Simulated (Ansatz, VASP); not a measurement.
**Two plane-wave programs on Ru**

```xyz
2
Lattice="2.7058 0.0000 0.0000 -1.3529 2.3433 0.0000 0.0000 0.0000 4.2819" Properties=species:S:1:pos:R:3 pbc="T T T"
Ru    0.0000    1.5622    1.0705
Ru    1.3529    0.7811    3.2114
```

Alike in both runs: task electric field gradients; functional PBE; k mesh 14 × 14 × 8; occupations fermi-dirac, width 0.03 eV; no spin polarisation.

```csv
,VASP,Ansatz
version,VASP 6.6.1,Ansatz 0.2.0
potentials or method,"VASP PAW PBE potentials, release 64 (Ru_pv)","PAW with Ansatz's default frozen-core files, scalar-relativistic"
plane-wave cutoff (eV),520,420
valence electrons in the cell,28,32
```

Ansatz gave:

```
pressure (GPa)                                                 : 4.6
largest component of the traceless stress (GPa)                : 1.10
Vzz of the field gradient on the site that differs most (V/Å²) : -9.0
```

Task: Which values does VASP return?

Result: Pressure (GPa): 4.5; largest component of the traceless stress (GPa): 1.08; Vzz of the field gradient on the site that differs most (V/Å²): -12.9.

The functional is the same, so the differences come from potentials, cutoffs and numerics. The two sets of potentials don't hold the same shells in valence. Ansatz warned: «gradients_without_spin_orbit».
